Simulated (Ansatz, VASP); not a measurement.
## AlN in VASP and in Ansatz

```
Al N
1.0
     3.35490    0.00000    0.00000
    -1.67745    2.90543    0.00000
     0.00000    0.00000    4.06200
Al N
2 2
Direct
  0.33333 0.66667 0.75000
  0.66667 0.33333 0.25000
  0.33333 0.66667 0.25000
  0.66667 0.33333 0.75000
```

Alike in both runs: task single point; functional PBE; k mesh 9 × 9 × 6; occupations gaussian, width 0.05 eV; no spin polarisation.

|  | VASP | Ansatz |
| --- | --- | --- |
| version | VASP 6.6.1 | Ansatz 0.2.0 |
| potentials or method | VASP PAW PBE potentials, release 64 (Al, N) | scalar-relativistic, plane waves, PAW |
| plane-wave cutoff (eV) | 520 | 520 |
| valence electrons in the cell | 16 | 16 |

```tsv
	VASP	Ansatz	Ansatz less VASP
gap on the k mesh at the Fermi level (eV)	3.43	3.42	-0.009
least direct gap on the mesh (eV)	3.43	3.42	-0.009
pressure (GPa)	0.5	0.6	+0.16
largest component of the traceless stress (GPa)	5.54	5.41	-0.129
```

The functional is the same, so the differences come from potentials, cutoffs and numerics.

PBE gaps usually lie below the measured ones, often by a third to a half.
